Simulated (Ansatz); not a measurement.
The system is BN.

```
N B
1.0
     0.00000    1.81300    1.81300
     1.81300    0.00000    1.81300
     1.81300    1.81300    0.00000
N B
1 1
Direct
  0.25000 0.25000 0.25000
  0.00000 0.00000 0.00000
```

The cell is a database's computed one.

Below is the output of Ansatz 0.2.0 for this cell. Logs are shortened: lines on timing, memory, paths and dates and some standing lists are left out, and cuts for length are marked.

```text
Warning: RAYON_NUM_THREADS=1 ignored (pool sized by the plan → 1); use --threads N
The last accepted step is kept in <dir> (removed where the run ends without a failure and the disk answers)
LAPW: plane waves up to 11.155 Å⁻¹, error target 1.0e-3 eV per atom; small_component_spin mean_spin; B in spheres of 0.718 Å, 5 of its electrons in bands, Dirac shells []; N in spheres of 0.805 Å, 7 of its electrons in bands, Dirac shells [] (how accurate: hamiltonian.pseudopotentials.lapw.basis_error, Limitations)
Engine: ansatz 0.2.0, aarch64-unknown-linux-gnu
Pseudopotentials: kind: all_electron
Pseudopotential: N, LAPW, valence charge 7, lapw/all_electron/scalar/gaussian/N, Koelling and Harmon's equation, gaussian nucleus
Pseudopotential: B, LAPW, valence charge 5, lapw/all_electron/scalar/gaussian/B, Koelling and Harmon's equation, gaussian nucleus
Functional definition: PBEsol
  exchange = pbesol_x
  correlation = pbesol_c
Crystal: 2 atoms, lattice volume = 11.919 Å³
Basis set: ecut = 474.0653568521446 eV, 283 PW (Γ), exchange–correlation at level 2
Bands: 10, of which v1, the nominal top of the filled ones, is band 6 counted from 1 (5 counted from 0)
Symmetry: 24 space group operations
Space group: F-43m (ITA 216), of the structure as read, at distance tolerance 2.3e-5 Å
k-points: 84 of 2197 (time reversal used)
Non-local potential: N, projectors of the file, none
Non-local potential: B, projectors of the file, none
Initial density: superposition of atomic densities (chi_scale 0.1, normalization cell, long waves kept (reshape's long-wave potential 0.00 eV rms))
Initial wavefunctions: plane waves of lowest kinetic energy (no species holds an atomic orbital)
Functional: x = pbesol(κ = 0.804, μ = 0.12345679012345678), c = pbesol(β = 0.046)
iter 1 solved again at ethr=1.81e-2 eV; its pass at ethr=1.00e-1 eV (dr2=2.17e0 eV) is discarded
SCF iter   1: F=—  HF=-2161.211930 eV  |F-HF|=—  |Δ(HF+E_count)|=         —  Δρ=1.51e-1  dr2=2.17e0  ethr=1.81e-2  ⟨swp⟩=2.0  Hψ=5970  notcnv=0
preconditioner: auto → none  [insulator: Δε(μ)=5.991 eV  Ē_g=20.307 eV  σ=0.050 eV  W_gap=1.00  n_scr=0 (ndim 8)  ℏωp=30.4 eV  f_vac=0.000  D(μ)=0.00/eV (n_scr^D=0)  ε∞_Penn≈3.2]
iter 2 solved again at ethr=1.77e-3 eV; its pass at ethr=1.81e-2 eV (dr2=2.12e-1 eV) is discarded
SCF iter   2: F=—  HF=-2160.351242 eV  |F-HF|=—  |Δ(HF+E_count)|=   8.61e-1  Δρ=5.25e-2  dr2=2.12e-1  ethr=1.77e-3  ⟨swp⟩=2.0  Hψ=4526  notcnv=0
[... 53 lines left out ...]
iter 1 solved again at ethr=1.69e-11 eV; its pass at ethr=1.00e-1 eV (dr2=2.03e-9 eV) is discarded
SCF iter   1: F=—  HF=-2160.190986 eV  |F-HF|=—  |Δ(HF+E_count)|=         —  Δρ=5.68e-6  dr2=2.02e-9  ethr=1.69e-11  ⟨swp⟩=3.0  Hψ=4053  notcnv=0
SCF iter   2: F=-2160.190986 eV  HF=-2160.190986 eV  |F-HF|=1.37e-10  |Δ(HF+E_count)|=  3.21e-10  Δρ=2.14e-6  dr2=2.24e-10  ethr=1.69e-11  ⟨swp⟩=2.0  Hψ=2018  notcnv=0
SCF 6 converged in 2 iterations: F = -2160.190986 eV  dr2 = 2.24e-10
relax step   6: F+E_penalty+E_count = -2160.19098574 eV  Δ(F+E_penalty+E_count) = +7.049e-8 eV  max|allowed force component| = 1.665e-16 eV/Å  Δτ_max = 0.0000 Å  P = +30.000 GPa  Ω = 10.943 Å³  stress off target by 1.57e-4 GPa  SCF on the basis re-selected at this cell (its energy is not comparable with the rows above)  (2 SCF iters)
basis re-selected at this cell: Δ(F+E_penalty+E_count) = +7.049e-8 eV, ΔP = +0.000 GPa vs the last step (what re-selecting the basis moved, after the strain that the cell walked since its last selection, with what the two solves' SCF thresholds leave and, on support functions, any second-order correction that the steps lacked; it is no measure of the basis error at this ecutwfc). This SCF's stress stands 1.57e-4 GPa from its target on what of the cell is left free (relax.cell.stress_tol is 5.00e-2 GPa) and its largest allowed force component is 1.67e-16 eV/Å (relax.f_tol is 1.00e-2 eV/Å): within both
SCF converged after 2 iterations
Free energy (F): -2160.190986 eV
Harris-Foulkes:  -2160.190986 eV  (|F-HF|=1.37e-10)
Internal energy: -2160.190986 eV  (E = F + TS)
E sigma→0 (E₀):  -2160.190986 eV
Fermi energy:    14.920676 eV
--- Per-component energies (eV) ---
  E_band       = -1003.021475
  E_kinetic    = 2157.905749
  E_xc         = -292.959110
  E_electrostatic = -4025.137625  (all electrons and nuclei)
  E_smearing   = -0.000000  (= −TS)
  E_closure    = 0.000000  (closes the sum)
  E_atoms      = -2141.847337  (free atoms, spherical and without spin; not in F)
  Σ components = -2160.190986   (vs F -2160.190986, Δ=0.00e0)
  Basis errors (estimates in eV, not in F): energy 5.3e-4 per atom: plane waves 5.2e-4 (3.3e-4 summed), levels above the bands 5.1e-84, relativity 1.2e-8, radial functions 8.7e-6, core shells 0.0e0; eigenvalues (radial functions only) 3.8e-6; not estimated: angular momenta, meshes, grids; target (lapw.basis_error) 1.0e-3; muffin-tin radii B 0.698 Å, N 0.782 Å
--- Forces (eV/Å), atoms counted from 1 ---
  atom   1  N     -0.00000000     0.00000000     0.00000000
  atom   2  B     -0.00000000    -0.00000000    -0.00000000
  max |Σ_I F_I| component: 5.55e-17 eV/Å
--- Stress (GPa, compression-positive) ---
       29.999843       0.000000       0.000000
        0.000000      29.999843       0.000000
        0.000000       0.000000      29.999843
  P = ⅓ Tr σ = 29.9998 GPa (299.998 kbar)
--- Relaxed structure (5 steps of the walk, 5 accepted, 1 SCFs on fresh bases) ---
  F+E_penalty+E_count = -2160.19098574 eV   max|allowed force component| = 1.665e-16 eV/Å   (the final SCF, on the basis selected at the relaxed cell)
  cell:  # Å, volume = 10.9427 Å³
    - [5.987062138652318e-34, 1.7621018857647306, 1.7621018857647306]
    - [1.7621018857647306, 3.770575304342737e-33, 1.7621018857647306]
    - [1.7621018857647306, 1.7621018857647306, 2.2801789847207767e-33]
  atoms:
    - { symbol: N, position: [0.25, 0.25, 0.25] }
    - { symbol: B, position: [-3.14675276847108e-36, 4.7685407337600204e-35, 4.083862658861917e-35] }
```

**Question.** Write the input and the command behind it.

**Answer.** Relaxation of cell and atoms with PBEsol, no spin polarisation. The files as run (others can give the same):

input.yaml
```yaml
crystal:
  lattice:
    - [0.0, 1.813001, 1.813001]
    - [1.813001, 0.0, 1.813001]
    - [1.813001, 1.813001, 0.0]
  atoms:
    - { symbol: "N", position: [0.25, 0.25, 0.25] }
    - { symbol: B, position: [0.0, 0.0, 0.0] }
kpoints:
  mp_grid: { grid: [13, 13, 13] }
scf:
  occupations: { method: fermi_dirac, width: 0.05 }
hamiltonian:
  xc: pbesol
  pseudopotentials: { kind: all_electron, lapw: { basis_error: 0.001 } }
output:
  forces: true
  stress: true
relax:
  f_tol: 0.01
  max_steps: 60
  cell: { p_target: 30 }
```

Potentials or basis: all-electron LAPW, scalar-relativistic.
Run with:
```bash
$ ansatz run input.yaml --threads 1 --pin off --max-ram 3072MiB --backend cpu --events-out ev --progress --plain --runs-dir out
```

Caveat: an odd mesh through Γ misses points on the zone boundary, where band edges often lie.
